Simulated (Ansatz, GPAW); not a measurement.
**Ballistic transport through a Ga chain with an H atom on top of one atom, from relaxation to T(E)**

Aim: the conductance of a Ga chain with an H atom on top of one atom after relaxation, and whether geometry, basis or functional moves it most.

Main program and level: GPAW 26.7.0 and Ansatz 0.2.0; Ansatz plane waves; relaxation of the junction with the lead ends held, in the first sound run; inputs show where later runs differ.

## Step 1: The starting structure

The cell holds 14 atoms: 13 Ga and 1 H. Cell: a = 9.000 Å, b = 9.000 Å, c = 33.150 Å, α = 90.0°, β = 90.0°, γ = 90.0°. Regions: left lead, 6 atoms (6 Ga); channel, 2 atoms (1 Ga and 1 H); right lead, 6 atoms (6 Ga). Vacuum lies along a and b. The structure is stacked along c, and the current runs across the ab planes.

## Step 2: Relaxing the atoms

Transmission follows bond lengths closely, so the atoms between the held lead ends are relaxed first, from a slightly shaken start that lets symmetry break.

input.yaml

```yaml
crystal:
  lattice:
    - [9.0, 0.0, 0.0]
    - [0.0, 9.0, 0.0]
    - [0.0, 0.0, 33.15]
  atoms:
    - { symbol: Ga, position: [0.5, 0.5, 0.0384615385] }
    - { symbol: Ga, position: [0.5, 0.5, 0.1153846154] }
    - { symbol: Ga, position: [0.5, 0.5, 0.1923076923] }
    - { symbol: Ga, position: [0.5, 0.5, 0.2692307692] }
    - { symbol: Ga, position: [0.5023183992, 0.4967350861, 0.344729873] }
    - { symbol: Ga, position: [0.4902500981, 0.4988225595, 0.4242059786] }
    - { symbol: Ga, position: [0.5001102421, 0.5017061468, 0.5009260074] }
    - { symbol: H, position: [0.6526039578, 0.5088409557, 0.4992064179] }
    - { symbol: Ga, position: [0.5012451769, 0.5091319361, 0.5768196811] }
    - { symbol: Ga, position: [0.5003809817, 0.4982937349, 0.6541488927] }
    - { symbol: Ga, position: [0.5, 0.5, 0.7307692308] }
    - { symbol: Ga, position: [0.5, 0.5, 0.8076923077] }
    - { symbol: Ga, position: [0.5, 0.5, 0.8846153846] }
    - { symbol: Ga, position: [0.5, 0.5, 0.9615384615] }
kpoints:
  mp_grid: { grid: [1, 1, 3] }
hamiltonian:
  xc: pbe
scf:
  occupations: { method: fermi_dirac, width: 0.1 }
relax:
  f_tol: 0.03
  max_steps: 80
  constraints: [{ sites: [0, 1, 2, 3, 10, 11, 12, 13] }]
```

The run is started by

```bash
> ansatz run input.yaml --threads 4 --pin off --max-ram 8192MiB --backend cpu --events-out ev --progress --plain --runs-dir out
```

Numbers of over 12 decimals in the logs are rounded to 6 here.

The log of the run:

```text
Engine: ansatz 0.2.0, x86_64-unknown-linux-gnu
Pseudopotentials: kind: paw
Pseudopotential: Ga, paw, valence charge 13, recommended cutoff 420 eV (normal), Ga.paw.azcp
Pseudopotential: H, paw, valence charge 1, recommended cutoff 420 eV (normal), H.paw.azcp
Functional definition: PBE
  parameter kappa = 0.804
  parameter beta = 0.066725
  exchange = pbe_x(kappa = kappa, mu = beta*pi^2/3)
  correlation = pbe_c(beta = beta)
Crystal: 14 atoms, lattice volume = 2685.150 Å³
Basis set: ecut = 420 eV, 52379 PW (Γ), exchange–correlation on 128×128×450 points (8 copies of the dense FFT grid, shifted against one another)
Bands: 102, of which v1, the nominal top of the filled ones, is band 85 counted from 1 (84 counted from 0)
Symmetry: 1 space group operations
Space group: P1 (ITA 1), of the structure as read, at distance tolerance 1.4e-4 Å
k-points: 2 of 3 (time reversal used)
Non-local potential: Ga, projectors of the file, l = 0: 2, l = 1: 2, l = 2: 3, l = 3: 1
Non-local potential: H, projectors of the file, l = 0: 2, l = 1: 1
PAW form: soft (Blöchl's): semilocal exchange-correlation on the pseudo side does not see the compensation charge
PAW one-centre angular grid: Ga, 590 points (default); XC on 64 Gauss nodes
PAW one-centre angular grid: H, 110 points (default); XC on 64 Gauss nodes
Initial density: superposition of atomic densities (neutral atoms: chi_scale 0, normalization atom), corrected by the library's trained network
Initial wavefunctions: pseudopotential atomic-orbital guess
Functional: x = pbe(κ = 0.804, μ = 0.219515), c = pbe(β = 0.066725)
SCF iter   1: F=—  HF=-49177.834254 eV  |F-HF|=—  |Δ(HF+E_count)|=         —  Δρ=1.10e-3  dr2=5.63e-1  ethr=1.77e-3  ⟨swp⟩=6.5  Hψ=701  notcnv=0
preconditioner: auto → LDOS  [metal: Δε(μ)=0.067 eV  Ē_g=13.690 eV  σ=0.100 eV  W_gap=0.16  n_scr=246 (ndim 8)  ℏωp=9.3 eV  f_vac=0.737  D(μ)=22.89/eV (n_scr^D=84)  β→1.0]
SCF iter   2: F=—  HF=-49177.827853 eV  |F-HF|=—  |Δ(HF+E_count)|=   6.40e-3  Δρ=4.56e-4  dr2=1.78e-2  ethr=3.31e-4  ⟨swp⟩=2.0  Hψ=239  notcnv=0
SCF iter   3: F=—  HF=-49177.829428 eV  |F-HF|=—  |Δ(HF+E_count)|=   1.58e-3  Δρ=2.35e-4  dr2=4.81e-3  ethr=1.05e-5  ⟨swp⟩=2.0  Hψ=377  notcnv=0
SCF iter   4: F=—  HF=-49177.829153 eV  |F-HF|=—  |Δ(HF+E_count)|=   2.75e-4  Δρ=1.55e-4  dr2=1.75e-3  ethr=2.83e-6  ⟨swp⟩=2.0  Hψ=376  notcnv=0
SCF iter   5: F=—  HF=-49177.828915 eV  |F-HF|=—  |Δ(HF+E_count)|=   2.38e-4  Δρ=7.67e-5  dr2=2.70e-4  ethr=1.03e-6  ⟨swp⟩=2.0  Hψ=376  notcnv=0
SCF iter   6: F=—  HF=-49177.828843 eV  |F-HF|=—  |Δ(HF+E_count)|=   7.18e-5  Δρ=2.50e-5  dr2=6.07e-5  ethr=1.59e-7  ⟨swp⟩=2.0  Hψ=377  notcnv=0
SCF iter   7: F=-49177.828830 eV  HF=-49177.828843 eV  |F-HF|=1.22e-5  |Δ(HF+E_count)|=   7.95e-7  Δρ=1.19e-5  dr2=1.72e-5  ethr=1.32e-8  ⟨swp⟩=4.0  Hψ=602  notcnv=0
SCF 1 converged in 7 iterations: F = -49177.828830 eV  dr2 = 1.72e-5
  greatest PAW one-centre occupation: 0.995 electrons in one spin orbital (limit 2), on the Ga atom at site 5 (counted from 0), in its partial waves of l = 2
relax step   1: F+E_penalty+E_count = -49177.82883040 eV  Δ(F+E_penalty+E_count) = +0.000e0 eV  max|allowed force component| = 4.662e0 eV/Å  Δτ_max = 0.0000 Å  (7 SCF iters, dr2 threshold 2.25e-5 eV, accepted)
Initial density: handed on by an earlier stage of this run
Initial wavefunctions: those handed on with the density
iter 1 solved again at ethr=1.01e-4 eV; its pass at ethr=3.10e-3 eV (dr2=1.72e-1 eV) is discarded
SCF iter   1: F=—  HF=-49178.275113 eV  |F-HF|=—  |Δ(HF+E_count)|=         —  Δρ=2.37e-3  dr2=1.56e-1  ethr=1.01e-4  ⟨swp⟩=1.0  Hψ=580  notcnv=0
preconditioner: auto → LDOS  [metal: Δε(μ)=0.065 eV  Ē_g=13.636 eV  σ=0.100 eV  W_gap=0.16  n_scr=246 (ndim 8)  ℏωp=9.3 eV  f_vac=0.739  D(μ)=23.47/eV (n_scr^D=92)  β→1.0]
SCF iter   2: F=—  HF=-49178.249213 eV  |F-HF|=—  |Δ(HF+E_count)|=   2.59e-2  Δρ=6.90e-4  dr2=2.79e-2  ethr=9.20e-5  ⟨swp⟩=2.0  Hψ=292  notcnv=0
SCF iter   3: F=—  HF=-49178.243522 eV  |F-HF|=—  |Δ(HF+E_count)|=   5.69e-3  Δρ=2.14e-4  dr2=1.29e-3  ethr=1.64e-5  ⟨swp⟩=2.0  Hψ=258  notcnv=0
SCF iter   4: F=—  HF=-49178.243333 eV  |F-HF|=—  |Δ(HF+E_count)|=   1.89e-4  Δρ=1.07e-4  dr2=4.90e-4  ethr=7.61e-7  ⟨swp⟩=2.0  Hψ=408  notcnv=0
SCF iter   5: F=—  HF=-49178.243193 eV  |F-HF|=—  |Δ(HF+E_count)|=   1.40e-4  Δρ=3.20e-5  dr2=9.86e-5  ethr=2.88e-7  ⟨swp⟩=2.0  Hψ=365  notcnv=0
SCF iter   6: F=-49178.243185 eV  HF=-49178.243196 eV  |F-HF|=1.08e-5  |Δ(HF+E_count)|=   3.16e-6  Δρ=1.21e-5  dr2=1.73e-5  ethr=5.80e-8  ⟨swp⟩=4.0  Hψ=602  notcnv=0
SCF 2 converged in 6 iterations: F = -49178.243185 eV  dr2 = 1.73e-5
relax step   2: F+E_penalty+E_count = -49178.24318494 eV  Δ(F+E_penalty+E_count) = -4.144e-1 eV  max|allowed force component| = 1.845e0 eV/Å  Δτ_max = 0.1934 Å  (6 SCF iters, dr2 threshold 1.00e-4 eV, accepted)
SCF iter   1: F=—  HF=-49178.380029 eV  |F-HF|=—  |Δ(HF+E_count)|=         —  Δρ=1.45e-3  dr2=1.59e-1  ethr=1.08e-3  ⟨swp⟩=4.0  Hψ=382  notcnv=0
preconditioner: auto → LDOS  [metal: Δε(μ)=0.085 eV  Ē_g=13.638 eV  σ=0.100 eV  W_gap=0.21  n_scr=246 (ndim 8)  ℏωp=9.3 eV  f_vac=0.739  D(μ)=23.29/eV (n_scr^D=92)  β→1.0]
SCF iter   2: F=—  HF=-49178.371099 eV  |F-HF|=—  |Δ(HF+E_count)|=   8.93e-3  Δρ=5.06e-4  dr2=4.05e-2  ethr=9.33e-5  ⟨swp⟩=2.0  Hψ=321  notcnv=0
SCF iter   3: F=—  HF=-49178.368796 eV  |F-HF|=—  |Δ(HF+E_count)|=   2.30e-3  Δρ=1.15e-4  dr2=2.14e-3  ethr=2.38e-5  ⟨swp⟩=2.0  Hψ=229  notcnv=0
SCF iter   4: F=—  HF=-49178.368825 eV  |F-HF|=—  |Δ(HF+E_count)|=   2.87e-5  Δρ=8.33e-5  dr2=2.83e-4  ethr=1.26e-6  ⟨swp⟩=2.0  Hψ=332  notcnv=0
SCF iter   5: F=-49178.368691 eV  HF=-49178.368790 eV  |F-HF|=9.96e-5  |Δ(HF+E_count)|=   3.47e-5  Δρ=4.41e-5  dr2=7.62e-5  ethr=5.88e-8  ⟨swp⟩=3.0  Hψ=781  notcnv=0
SCF 3 converged in 5 iterations: F = -49178.368691 eV  dr2 = 7.62e-5
relax step   3: F+E_penalty+E_count = -49178.36869063 eV  Δ(F+E_penalty+E_count) = -1.255e-1 eV  max|allowed force component| = 1.230e0 eV/Å  Δτ_max = 0.2000 Å  (5 SCF iters, dr2 threshold 1.00e-4 eV, accepted)
[... from here on, the SCF cycles and remarks between the steps are left out ...]
relax step   4: F+E_penalty+E_count = -49178.51464013 eV  Δ(F+E_penalty+E_count) = -1.459e-1 eV  max|allowed force component| = 2.280e-1 eV/Å  Δτ_max = 0.1936 Å  (6 SCF iters, dr2 threshold 1.00e-4 eV, accepted)
relax step   5: F+E_penalty+E_count = -49178.61270185 eV  Δ(F+E_penalty+E_count) = -9.806e-2 eV  max|allowed force component| = 1.744e-1 eV/Å  Δτ_max = 0.1952 Å  (7 SCF iters, dr2 threshold 3.25e-6 eV, accepted)
relax step   6: F+E_penalty+E_count = -49178.69227974 eV  Δ(F+E_penalty+E_count) = -7.958e-2 eV  max|allowed force component| = 1.692e-1 eV/Å  Δτ_max = 0.1952 Å  (8 SCF iters, dr2 threshold 1.90e-6 eV, accepted)
relax step   7: F+E_penalty+E_count = -49178.71994698 eV  Δ(F+E_penalty+E_count) = -2.767e-2 eV  max|allowed force component| = 6.497e-2 eV/Å  Δτ_max = 0.1944 Å  (7 SCF iters, dr2 threshold 1.67e-5 eV, accepted)
relax step   8: F+E_penalty+E_count = -49178.72495023 eV  Δ(F+E_penalty+E_count) = -5.003e-3 eV  max|allowed force component| = 1.180e-1 eV/Å  Δτ_max = 0.2000 Å  (10 SCF iters, accepted)
relax step   9: F+E_penalty+E_count = -49178.73304798 eV  Δ(F+E_penalty+E_count) = -8.098e-3 eV  max|allowed force component| = 4.144e-2 eV/Å  Δτ_max = 0.0886 Å  (7 SCF iters, dr2 threshold 2.05e-6 eV, accepted)
relax step  10: F+E_penalty+E_count = -49178.73584869 eV  Δ(F+E_penalty+E_count) = -2.801e-3 eV  max|allowed force component| = 2.780e-2 eV/Å  Δτ_max = 0.0543 Å  (8 SCF iters, accepted)
relax step  11: F+E_penalty+E_count = -49178.73998329 eV  Δ(F+E_penalty+E_count) = -4.135e-3 eV  max|allowed force component| = 4.286e-2 eV/Å  Δτ_max = 0.1745 Å  (9 SCF iters, accepted)
relax step  12: F+E_penalty+E_count = -49178.74072631 eV  Δ(F+E_penalty+E_count) = -7.430e-4 eV  max|allowed force component| = 2.646e-2 eV/Å  Δτ_max = 0.0516 Å  (8 SCF iters, accepted)
relax step  13: F+E_penalty+E_count = -49178.74119060 eV  Δ(F+E_penalty+E_count) = -4.643e-4 eV  max|allowed force component| = 8.079e-3 eV/Å  Δτ_max = 0.0475 Å  (8 SCF iters, accepted)
SCF iter   1: F=—  HF=-49178.741703 eV  |F-HF|=—  |Δ(HF+E_count)|=         —  Δρ=2.19e-4  dr2=3.47e-3  ethr=2.19e-5  ⟨swp⟩=3.0  Hψ=358  notcnv=0
preconditioner: auto → LDOS  [metal: Δε(μ)=0.062 eV  Ē_g=13.623 eV  σ=0.100 eV  W_gap=0.15  n_scr=246 (ndim 8)  ℏωp=9.3 eV  f_vac=0.736  D(μ)=23.14/eV (n_scr^D=92)  β→1.0]
SCF iter   2: F=—  HF=-49178.741466 eV  |F-HF|=—  |Δ(HF+E_count)|=   2.38e-4  Δρ=8.62e-5  dr2=3.06e-4  ethr=2.04e-6  ⟨swp⟩=2.0  Hψ=373  notcnv=0
SCF iter   3: F=—  HF=-49178.741448 eV  |F-HF|=—  |Δ(HF+E_count)|=   1.78e-5  Δρ=3.06e-5  dr2=5.51e-5  ethr=1.80e-7  ⟨swp⟩=2.0  Hψ=367  notcnv=0
SCF iter   4: F=—  HF=-49178.741448 eV  |F-HF|=—  |Δ(HF+E_count)|=   5.35e-7  Δρ=9.22e-6  dr2=7.32e-6  ethr=3.24e-8  ⟨swp⟩=2.0  Hψ=345  notcnv=0
SCF iter   5: F=—  HF=-49178.741449 eV  |F-HF|=—  |Δ(HF+E_count)|=   1.42e-6  Δρ=7.23e-6  dr2=1.48e-6  ethr=4.31e-9  ⟨swp⟩=2.0  Hψ=375  notcnv=0
SCF iter   6: F=—  HF=-49178.741448 eV  |F-HF|=—  |Δ(HF+E_count)|=   6.88e-7  Δρ=1.70e-6  dr2=2.81e-7  ethr=8.69e-10  ⟨swp⟩=2.0  Hψ=375  notcnv=0
SCF iter   7: F=-49178.741448 eV  HF=-49178.741448 eV  |F-HF|=2.77e-8  |Δ(HF+E_count)|=   1.96e-8  Δρ=8.40e-7  dr2=6.26e-8  ethr=5.88e-11  ⟨swp⟩=4.0  Hψ=606  notcnv=0
SCF 14 converged in 7 iterations: F = -49178.741448 eV  dr2 = 6.26e-8
relax step  14: F+E_penalty+E_count = -49178.74144825 eV  Δ(F+E_penalty+E_count) = -2.576e-4 eV  max|allowed force component| = 8.349e-3 eV/Å  Δτ_max = 0.0451 Å  (7 SCF iters, accepted)
SCF converged after 7 iterations
Free energy (F): -49178.741448 eV
Harris-Foulkes:  -49178.741448 eV  (|F-HF|=2.77e-8)
Internal energy: -49178.015687 eV  (E = F + TS)
E sigma→0 (E₀):  -49178.378568 eV
Entropy (-TS):   -0.725761 eV (-51.840 meV/atom)
Fermi energy:    -2.517109 eV
--- Per-component energies (eV) ---
  E_band       = -2537.369243
  E_kinetic    = 1481.282714
  E_local      = -50822.854756  (includes V_loc(G=0)·N_el)
  E_nonlocal   = 5469.401083
  E_hartree    = 23650.127386
  E_xc         = -890.851168
  E_vxc        = -736.580935  (∫ρ·V_xc dr)
  E_paw        = -25785.784261  (= ΣΔE_a)
  E_vpaw       = -5228.871760  (= ΣTr[D̂ρ^β])
  E_aug_tail   = -0.002583  (compensation charges beyond the density's cutoff)
  E_ewald      = -2279.334103
  E_smearing   = -0.725761  (= −TS)
  E_closure    = 0.000000  (closes the sum)
  Σ components = -49178.741448   (vs F -49178.741448, Δ=0.00e0)
--- Forces (eV/Å), atoms counted from 1 ---
  atom   1  Ga     0.00835443     0.01905463     0.03329698
  atom   2  Ga    -0.00656830    -0.00372256     0.06018214
  atom   3  Ga    -0.05673946    -0.09511012    -0.08659097
  atom   4  Ga     0.04849010     0.08006104     0.29204366
  atom   5  Ga     0.00109984     0.00436350     0.00115036
  atom   6  Ga    -0.00231748    -0.00305806    -0.00391283
  atom   7  Ga    -0.00522955     0.00260122     0.00442763
  atom   8  H      0.00834870     0.00197408     0.00096960
  atom   9  Ga     0.00002104     0.00110980    -0.00272941
  atom  10  Ga     0.00273183    -0.00392105    -0.00495785
  atom  11  Ga     0.06346070     0.07361873    -0.28614488
  atom  12  Ga    -0.07168948    -0.08469011     0.08919964
  atom  13  Ga    -0.00907083    -0.00151193    -0.05874223
  atom  14  Ga     0.01908716     0.00921276    -0.03820603
  max |Σ_I F_I| component: 2.13e-5 eV/Å
--- Relaxed structure (14 steps of the walk, 14 accepted, 0 SCFs on fresh bases) ---
  F+E_penalty+E_count = -49178.74144825 eV   max|allowed force component| = 8.349e-3 eV/Å
  atoms:
    - { symbol: Ga, position: [0.5, 0.5, 0.0384615385] }
    - { symbol: Ga, position: [0.5, 0.5, 0.1153846154] }
    - { symbol: Ga, position: [0.5, 0.5, 0.1923076923] }
    - { symbol: Ga, position: [0.5, 0.5, 0.2692307692] }
    - { symbol: Ga, position: [0.444975, 0.401360, 0.343993] }
    - { symbol: Ga, position: [0.480872, 0.498024, 0.422916] }
    - { symbol: Ga, position: [0.514070, 0.446791, 0.500251] }
    - { symbol: H, position: [0.691829, 0.486900, 0.499953] }
    - { symbol: Ga, position: [0.480656, 0.497605, 0.577639] }
    - { symbol: Ga, position: [0.431243, 0.408612, 0.656421] }
    - { symbol: Ga, position: [0.5, 0.5, 0.730769] }
    - { symbol: Ga, position: [0.5, 0.5, 0.8076923077] }
    - { symbol: Ga, position: [0.5, 0.5, 0.884615] }
    - { symbol: Ga, position: [0.5, 0.5, 0.961538] }
```

Elapsed: 87 s, on 4 threads of Intel Xeon 6975P-C (Granite Rapids), shared host; peak memory 2.7 GiB.

Relaxation path:

```tsv
step	energy less that of the first step (eV)	largest force component (eV/Å)
1	0.0000	4.6620
2	-0.4144	1.8454
3	-0.5399	1.2297
4	-0.6858	0.2280
5	-0.7839	0.1744
6	-0.8635	0.1692
7	-0.8911	0.0650
8	-0.8961	0.1180
9	-0.9042	0.0414
10	-0.9070	0.0278
11	-0.9112	0.0429
12	-0.9119	0.0265
13	-0.9124	0.0081
14	-0.9126	0.0083
```

The atoms that moved most (Å):

```tsv
atom	dx	dy	dz	length
Ga10	-0.622	-0.807	0.075	1.022
Ga5	-0.516	-0.858	-0.024	1.002
Ga7	0.126	-0.494	-0.022	0.510
H8	0.353	-0.197	0.025	0.405
Ga9	-0.185	-0.104	0.027	0.214
Ga6	-0.084	-0.007	-0.043	0.095
```

Final coordinates:

```cif
data_structure
_symmetry_space_group_name_H-M 'P 1'
_symmetry_Int_Tables_number 1
_cell_length_a 9.0000
_cell_length_b 9.0000
_cell_length_c 33.1500
_cell_angle_alpha 90.000
_cell_angle_beta 90.000
_cell_angle_gamma 90.000
_cell_volume 2685.15
loop_
_atom_site_label
_atom_site_type_symbol
_atom_site_fract_x
_atom_site_fract_y
_atom_site_fract_z
_atom_site_occupancy
Ga1 Ga 0.50000 0.50000 0.03846 1
Ga2 Ga 0.50000 0.50000 0.11538 1
Ga3 Ga 0.50000 0.50000 0.19231 1
Ga4 Ga 0.50000 0.50000 0.26923 1
Ga5 Ga 0.44497 0.40136 0.34399 1
Ga6 Ga 0.48087 0.49802 0.42292 1
Ga7 Ga 0.51407 0.44679 0.50025 1
H8 H 0.69183 0.48690 0.49995 1
Ga9 Ga 0.48066 0.49760 0.57764 1
Ga10 Ga 0.43124 0.40861 0.65642 1
Ga11 Ga 0.50000 0.50000 0.73077 1
Ga12 Ga 0.50000 0.50000 0.80769 1
Ga13 Ga 0.50000 0.50000 0.88462 1
Ga14 Ga 0.50000 0.50000 0.96154 1
```

Numbers from this step:

```
free energy         : -49178.7414 eV
smearing term TS    : 0.7258 eV
symmetry operations : 1
```

The relaxation lowered the energy of the cell by 0.913 eV.

[end of part 1 of 3]

[Logs are printed without paths, hosts, clocks, repeated set-up lines and the standing remarks that a program may print on its own settings, such as how far it seeks lower states.]

[Hosts, paths, dates, database ids (printed as entryN), source tags and the programs' standing remarks are cut or masked in the printed files.]
